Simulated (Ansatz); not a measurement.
The structure comes from a relaxation in the same program, started in the PbO type, and has space group P4/nmm. Whether it is a known phase or the ground state wasn't checked.

CdS: DFT, LDA, PAW with Ansatz's default frozen-core files, scalar-relativistic (Ansatz 0.2.0).

Command: `ansatz run input.yaml --threads 1 --pin off --max-ram 3072MiB --backend cpu --events-out ev --progress --plain --runs-dir out` The run took 43 s on 1 thread of Intel(R) Xeon(R) Platinum 8488C (Sapphire Rapids), on a shared host, peak memory 0.59 GiB.

```yaml
crystal:
  lattice:
    - [4.9849431769, 0.0, 0.0]
    - [0.0, 4.9849431769, 0.0]
    - [0.0, 0.0, 3.8717690586]
  atoms:
    - { symbol: Cd, position: [0.0, 0.5, 0.1368911506] }
    - { symbol: Cd, position: [0.5, 0.0, 0.8631088494] }
    - { symbol: S, position: [0.0, 0.0, 0.0] }
    - { symbol: S, position: [0.5, 0.5, 0.0] }
kpoints:
  mp_grid: { grid: [10, 10, 8] }
  band_path:
    path:
      - [0.0, 0.0, 0.0]
      - [0.0, 0.5, 0.0]
      - [0.5, 0.5, 0.0]
      - [0.0, 0.0, 0.0]
      - [0.0, 0.0, 0.5]
      - [0.0, 0.5, 0.5]
      - [0.5, 0.5, 0.5]
      - [0.0, 0.0, 0.5]
      - [0.0, 0.5, 0.0]
    npoints: 14
scf:
  occupations: { method: fermi_dirac, width: 0.08 }
hamiltonian:
  xc: lda
  pseudopotentials: { kind: paw }
output:
  forces: true
  stress: true
  eigenvalues: true
  efg: { contact_densities: true }
  populations: true
  bader: true
  dos: { projected: true, de: 0.2, e_range: [-14, 8] }
  write_density: true
  write_potential: true
  elf: true
  volumetric_format: npy
```

Output:

```
Cd: output.efg is read without spin–orbit coupling, which moves field gradients at and beside such atoms by some per cent and up to a factor of two; PAW files take it under magnetization.noncollinear and magnetization.spin_orbit
Engine: ansatz 0.2.0
Pseudopotentials: kind: paw
Pseudopotential: Cd, paw, valence charge 20, recommended cutoff 420 eV (normal)
Pseudopotential: S, paw, valence charge 6, recommended cutoff 420 eV (normal)
Functional definition: SPW92
  exchange = slater_x
  correlation = pw_c
Crystal: 4 atoms, lattice volume = 96.212 Å³
Basis set: ecut = 420 eV, 1897 PW (Γ)
Bands: 32, of which v1, the nominal top of the filled ones, is band 26 counted from 1 (25 counted from 0)
Symmetry: 16 space group operations
Space group: P4/nmm (ITA 129), of the structure as read, at distance tolerance 4.6e-5 Å
k-points: 105 of 800
Non-local potential: Cd, projectors of the file, l = 0: 3, l = 1: 2, l = 2: 2, l = 3: 1
Non-local potential: S, projectors of the file, l = 0: 2, l = 1: 2, l = 2: 2
PAW form: soft (Blöchl's): semilocal exchange-correlation on the pseudo side does not see the compensation charge
PAW frozen core: Cd, regenerated for the run's functional, and the local potential with it (the file was generated under x = pbe(κ = 0.804, μ = 0.2195149727645171), c = pbe(β = 0.06672455060314922))
PAW frozen core: S, regenerated for the run's functional, and the local potential with it (the file was generated under x = pbe(κ = 0.804, μ = 0.2195149727645171), c = pbe(β = 0.06672455060314922))
PAW one-centre angular grid: Cd, 590 points (default); XC on 64 Gauss nodes
PAW one-centre angular grid: S, 110 points (default); XC on 64 Gauss nodes
Initial density: superposition of atomic densities (neutral atoms: chi_scale 0, normalization atom), corrected by the library's trained network
Initial wavefunctions: pseudopotential atomic-orbital guess
Functional: x = slater, c = lda
SCF iter   1: F=—  HF=-17975.423647 eV  |F-HF|=—  |Δ(HF+E_count)|=         —  Δρ=8.87e-3  dr2=7.12e-2  ethr=1.77e-3  ⟨swp⟩=5.8  Hψ=13262  notcnv=0
preconditioner: auto → LDOS  [metal: Δε(μ)=0.011 eV  Ē_g=11.242 eV  σ=0.080 eV  W_gap=0.04  n_scr=26 (ndim 8)  ℏωp=22.7 eV  f_vac=0.082  D(μ)=1.02/eV (n_scr^D=4)  β→1.0]
SCF iter   2: F=—  HF=-17975.421775 eV  |F-HF|=—  |Δ(HF+E_count)|=   1.87e-3  Δρ=8.82e-3  dr2=5.44e-2  ethr=1.37e-4  ⟨swp⟩=2.0  Hψ=7506  notcnv=0  defer=59
SCF iter   3: F=—  HF=-17975.400904 eV  |F-HF|=—  |Δ(HF+E_count)|=   2.09e-2  Δρ=8.55e-4  dr2=4.96e-4  ethr=1.05e-4  ⟨swp⟩=2.0  Hψ=6354  notcnv=0  defer=59
SCF iter   4: F=—  HF=-17975.400739 eV  |F-HF|=—  |Δ(HF+E_count)|=   1.65e-4  Δρ=7.41e-5  dr2=6.53e-6  ethr=9.53e-7  ⟨swp⟩=3.0  Hψ=7084  notcnv=0  defer=59
SCF iter   5: F=—  HF=-17975.400729 eV  |F-HF|=—  |Δ(HF+E_count)|=   1.04e-5  Δρ=1.35e-5  dr2=1.20e-7  ethr=1.26e-8  ⟨swp⟩=2.0  Hψ=4559  notcnv=0  defer=59
SCF iter   6: F=-17975.400729 eV  HF=-17975.400729 eV  |F-HF|=2.39e-9  |Δ(HF+E_count)|=   2.32e-8  Δρ=2.60e-6  dr2=4.30e-9  ethr=1.92e-10  ⟨swp⟩=9.9  Hψ=19635  notcnv=0
SCF 1 converged in 6 iterations: F = -17975.400729 eV  dr2 = 4.30e-9
  greatest PAW one-centre occupation: 1.000 electrons in one spin orbital (limit 2), on the Cd atom at site 1 (counted from 0), in its partial waves of l = 0
NSCF: frozen V_eff on 113 k-points
SCF converged after 6 iterations
Free energy (F): -17975.400729 eV
Harris-Foulkes:  -17975.400729 eV  (|F-HF|=2.39e-9)
Internal energy: -17975.381227 eV  (E = F + TS)
E sigma→0 (E₀):  -17975.390978 eV
Entropy (-TS):   -0.019502 eV (-4.875 meV/atom)
Fermi energy:    7.886424 eV
--- Per-component energies (eV) ---
  E_band       = -1011.657326
  E_kinetic    = 1224.947663
  E_local      = -7972.716035  (includes V_loc(G=0)·N_el)
  E_nonlocal   = 141.799245
  E_hartree    = 3653.205696
  E_xc         = -542.704981
  E_vxc        = -617.125357  (∫ρ·V_xc dr)
  E_paw        = -9033.118501  (= ΣΔE_a)
  E_vpaw       = -1094.970582  (= ΣTr[D̂ρ^β])
  E_aug_tail   = 0.000025  (compensation charges beyond the density's cutoff)
  E_ewald      = -5448.633872
  E_core_change = 1.839533  (= ΣΔE_core)
  E_smearing   = -0.019502  (= −TS)
  E_closure    = 0.000000  (closes the sum)
  Σ components = -17975.400729   (vs F -17975.400729, Δ=0.00e0)
--- Forces (eV/Å), atoms counted from 1 ---
  atom   1  Cd     0.00000000     0.00000000     0.00035733
  atom   2  Cd     0.00000000     0.00000000    -0.00035733
  atom   3  S      0.00000000     0.00000000    -0.00000000
  atom   4  S      0.00000000     0.00000000     0.00000000
  max |Σ_I F_I| component: 8.33e-17 eV/Å
--- Stress (GPa, compression-positive) ---
        0.000277       0.000000       0.000000
        0.000000       0.000277       0.000000
        0.000000       0.000000      -0.000077
  P = ⅓ Tr σ = 0.0002 GPa (0.002 kbar)
--- PAW observables at the nuclei: V_zz in 10²¹ V/m², potentials from the cell's mean, atoms counted from 1 ---
  atom   1  Cd V_zz =   +22.331743   η = 0.0000   by run symmetry: allowed
            electrostatic potential = -7704.010014 V   contact ρ = 1031728.044108 e/Å³
  atom   2  Cd V_zz =   +22.331743   η = 0.0000   by run symmetry: allowed
            electrostatic potential = -7704.010014 V   contact ρ = 1031728.044108 e/Å³
  atom   3  S  V_zz =    -7.831686   η = 0.0000   by run symmetry: allowed
            electrostatic potential = -1634.447907 V   contact ρ = 19606.132785 e/Å³
  atom   4  S  V_zz =    -7.831686   η = 0.0000   by run symmetry: allowed
            electrostatic potential = -1634.447907 V   contact ρ = 19606.132785 e/Å³
--- Band table (eV; the first three rows and the last of 105) ---
  k-point 0: bands = ["-94.3546", "-94.3545", "-55.5944", "-55.5942", "-55.4576", "-55.4576", "-55.4559", "-55.4559", "-5.5104", "-4.6443", "-0.7306", "-0.7260", "-0.6294", "-0.6046", "-0.6046", "-0.5003", "-0.5003", "-0.4764", "-0.2410", "0.8668", "3.4689", "3.4689", "5.7653", "6.0519", "6.0519", "7.2888", "7.4776", "7.5611", "12.3933", "14.6164", "15.8108", "16.2972"]
  k-point 1: bands = ["-94.3546", "-94.3545", "-55.5945", "-55.5943", "-55.4576", "-55.4576", "-55.4559", "-55.4559", "-5.4762", "-4.6219", "-0.7211", "-0.7038", "-0.6338", "-0.6145", "-0.6145", "-0.5182", "-0.5182", "-0.4338", "-0.2433", "0.8695", "3.5362", "3.5362", "5.3714", "6.0830", "6.0830", "7.0695", "7.3196", "8.0331", "12.6387", "14.6934", "14.8694", "14.8694"]
  k-point 2: bands = ["-94.3545", "-94.3544", "-55.5947", "-55.5946", "-55.4576", "-55.4576", "-55.4559", "-55.4559", "-5.3914", "-4.5666", "-0.7089", "-0.6451", "-0.6382", "-0.6382", "-0.6382", "-0.5600", "-0.5600", "-0.3230", "-0.2490", "0.8763", "3.7033", "3.7033", "4.5451", "6.1583", "6.1583", "6.8072", "7.3204", "8.6506", "12.7295", "13.4028", "13.6358", "13.6358"]
  k-point 104: bands = ["-94.3545", "-94.3545", "-55.5950", "-55.5950", "-55.4578", "-55.4578", "-55.4558", "-55.4558", "-4.3262", "-4.3262", "-0.9738", "-0.9738", "-0.9470", "-0.9470", "-0.6620", "-0.6620", "-0.3921", "-0.3921", "-0.3326", "-0.3326", "2.7806", "2.7806", "5.3369", "5.3369", "8.0697", "8.0697", "8.3257", "8.3257", "13.3763", "13.3763", "15.0506", "15.0506"]
--- Löwdin populations: 4 sites ---
  site symbol       q [e]
     0     Cd     18.8091
     1     Cd     18.8091
     2      S      6.9991
     3      S      6.9991
  spilling = 0.007378 (of n_electrons = 52.000000)
--- Bader charges: 4 sites ---
  site symbol  charge [e]  shift [e]
     0     Cd      0.7821     0.0029
     1     Cd      0.7821     0.0029
     2      S     -0.7821     0.0029
     3      S     -0.7821     0.0029
  estimated error of the sums over rays = 4.6e-4 e
```

populations.tsv:

```
# site	symbol	l	j	q
# orbitals = lowdin
# n_electrons = 52.000000
# spilling = 0.007378
0	Cd	0_4S	-	1.996982
0	Cd	0_5S	-	0.852154
0	Cd	1_4P	-	5.998877
0	Cd	2_4D	-	9.961093
1	Cd	0_4S	-	1.996982
1	Cd	0_5S	-	0.852154
1	Cd	1_4P	-	5.998877
1	Cd	2_4D	-	9.961093
2	S	0_3S	-	1.901213
2	S	1_3P	-	5.097839
3	S	0_3S	-	1.901213
3	S	1_3P	-	5.097839
```

bader_charges.tsv:

```
# site	symbol	x_ang	y_ang	z_ang	partial_charge_e	electrons	volume_ang3	relative_density_drop	shared_charge_e	partial_wave_shift_e
# quadrature_error_electrons = 4.6e-4
0	Cd	0.0000	2.4925	0.5300	0.78209	47.21791	21.52	-	0.78209	0.00294
1	Cd	2.4925	0.0000	3.3418	0.78209	47.21791	21.52	-	0.78209	0.00294
2	S	0.0000	0.0000	0.0000	-0.78208	16.78208	26.59	-	-0.78208	0.00294
3	S	2.4925	2.4925	0.0000	-0.78209	16.78209	26.59	-	-0.78209	0.00294
```
